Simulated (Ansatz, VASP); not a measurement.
## Hf in VASP and in Ansatz

INCAR

```
ALGO = Normal
EDIFF = 1E-6
ENCUT = 520
GGA = PE
ISIF = 2
ISMEAR = -1
LASPH = True
LCHARG = True
LELF = True
LREAL = False
LVHAR = True
LWAVE = False
NBANDS = 11
NELM = 100
PREC = Accurate
SIGMA = 0.03
```

The input KPOINTS:

```
k-points
0
Gamma
  13 13 13
```

The input POSCAR:

```
Hf
1.0
   -0.0222000000      2.2089000000      2.2089000000
    2.2089000000     -0.0222000000      2.2089000000
    2.2089000000      2.2089000000     -0.0222000000
Hf
1
Direct
    0.0000000000      0.0000000000      0.0000000000
```

Input for Ansatz:

```yaml
crystal:
  lattice:
    - [-0.0222, 2.2089, 2.2089]
    - [2.2089, -0.0222, 2.2089]
    - [2.2089, 2.2089, -0.0222]
  atoms:
    - { symbol: Hf, position: [0.0, 0.0, 0.0] }
kpoints:
  mp_grid: { grid: [13, 13, 13] }
  band_path:
    path:
      - [0.0, 0.0, 0.0]
      - [0.5, 0.5, 0.5]
      - [0.2525443832, 0.5, 0.7474556168]
      - [-0.2525443832, 0.2525443832, 0.5]
      - [0.0, 0.0, 0.5]
      - [0.0, 0.0, 0.0]
      - [-0.3762721916, 0.0, 0.3762721916]
      - [0.0, 0.3762721916, 0.6237278084]
      - [0.0, 0.5, 0.5]
    npoints: 5
scf:
  occupations: { method: fermi_dirac, width: 0.03 }
hamiltonian:
  xc: pbe
  pseudopotentials: { kind: all_electron, lapw: { basis_error: 0.001 } }
output:
  forces: true
  stress: true
  eigenvalues: true
```

Change from the starting cell: equal xy, yz and zx shear strains of -1 %.

Alike in both runs: task single point; functional PBE; k mesh 13 × 13 × 13; occupations fermi-dirac, width 0.03 eV; no spin polarisation.

|  | VASP | Ansatz |
| --- | --- | --- |
| version | VASP 6.6.1 | Ansatz 0.2.0 |
| potentials or method | VASP PAW PBE potentials, release 64 (Hf_pv) | all-electron LAPW, scalar-relativistic |
| plane-wave cutoff (eV) | 520 | see its input |

VASP gave:

| Property | Result |
| --- | --- |
| pressure (GPa) | 2.8 |
| largest component of the traceless stress (GPa) | 0.74 |

Which values does Ansatz return?

Pressure (GPa): 3.3; largest component of the traceless stress (GPa): 0.74.

Ansatz ran all-electron here, so the differences hold the error of VASP's frozen core and of both bases.

The runs have no spin-orbit coupling, so splittings on Hf are missing.
